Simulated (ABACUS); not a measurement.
Se:

```xyz
3
Lattice="4.3552 0.0000 0.0000 -2.1776 3.7717 0.0000 0.0000 0.0000 4.9494" Properties=species:S:1:pos:R:3 pbc="T T T"
Se    1.7050    2.9532    2.4747
Se   -0.4725    0.8185    4.1245
Se    0.9451    0.0000    0.8249
```

| Property | Result |
| --- | --- |
| Program | ABACUS 3.10.1 |
| Task | single point |
| Functional | PBE |
| Potentials or basis | PseudoDojo NC SR 0.4.1 PBE standard |
| Cutoff | 1184 eV |
| Density cutoff | 4735 eV |
| Basis | plane waves |
| k mesh | 7 × 7 × 6 |
| Occupations | fermi-dirac, width 0.05 eV |
| Spin | no spin polarisation |

On this cell: pressure 5.6 GPa; largest force 1.159 eV/Å; band gap on the k mesh 1.16 eV, indirect (least direct gap 1.38 eV).

The same run follows on a disturbed copy (atoms moved at random, drawn with an rms of 0.05 Å):

```
Se
1.0
     4.35517    0.00000    0.00000
    -2.17759    3.77169    0.00000
     0.00000    0.00000    4.94945
Se
3
Direct
  0.78387 0.79043 0.49835
  0.01859 0.22154 0.83490
  0.20435 0.99636 0.17210
```

What does the disturbed cell give?

The energy moves by +47.5 meV/atom; pressure 7.7 GPa; largest force 2.063 eV/Å; band gap on the k mesh 1.01 eV, indirect (least direct gap 1.17 eV).

Forces on the atoms (eV/Å):
```
Se  -1.013 -1.357  0.499
Se  -1.036  1.322 -0.265
Se   2.049  0.035 -0.234
```

Stress tensor (GPa, compression positive):
```
 6.92  0.19 -0.52
 0.19  5.82 -1.37
-0.52 -1.37 10.48
```

Caveats: an odd mesh through Γ misses points on the zone boundary, where band edges often lie; forces of over 1 eV/Å show positions far from the minimum, so gaps and moduli don't describe the material at rest (some runs).
